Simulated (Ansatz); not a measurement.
Calculated with Ansatz (gas phase, PBE0-D4/def2-TZVP geometries, no zero-point term in ΔE). CCSD(T)/CBS adds triple-zeta CCSD(T) − MP2 to the extrapolated MP2 energy (def2 sets, frozen cores). This one scheme is used for every species. DFT in def2-TZVPP. HSE06 is defined as in plane-wave codes. Open shells (•) are unrestricted, without spin–orbit coupling. For Ge outer-core shells are correlated without core-valence functions, which leaves a few kJ/mol of doubt a bond. Scalar relativity is left out up to krypton. One conformer a species, not always the lowest.

Consider the hydrogen abstraction from the S–H bond: `[OH][GeH2][SH]` + `F[C](F)F`• → `[OH][GeH2][S]`• + `FC(F)F`.

| level | ΔE (kJ/mol) |
| --- | --- |
| revPBE | -64.6 |
| HSE06 | -69.9 |
| SCS-MP2/def2-TZVPP | -84.4 |
| SCS-MP2/def2-QZVPP | -83.4 |

What does CCSD(T)/CBS give? (Best estimate.)

Computed: -80.3 kJ/mol. The listed levels differ from it by 15.7, 10.4, -4.1, -3.1 kJ/mol.

Largest T1 diagnostic among the species: 0.014.

From r2SCAN to r2SCAN0 (25 % exact exchange), in def2-TZVPP and without D4, ΔE moves by −4.2 kJ/mol. At CCSD(T), def2-SVP lies −4.7 kJ/mol from the extrapolated value and def2-TZVPP −2.0 kJ/mol. Leaving LDA and LC-ωPBE aside and taking each functional with its dispersion term where it has one, the values, not all of them listed here, spread over 19.7 kJ/mol, from BHLYP-D4 to revPBE-D4.

CCSD(T)/CBS has its own doubt, a few kJ/mol and more with outer-core shells, so smaller differences from it don't rank the levels.
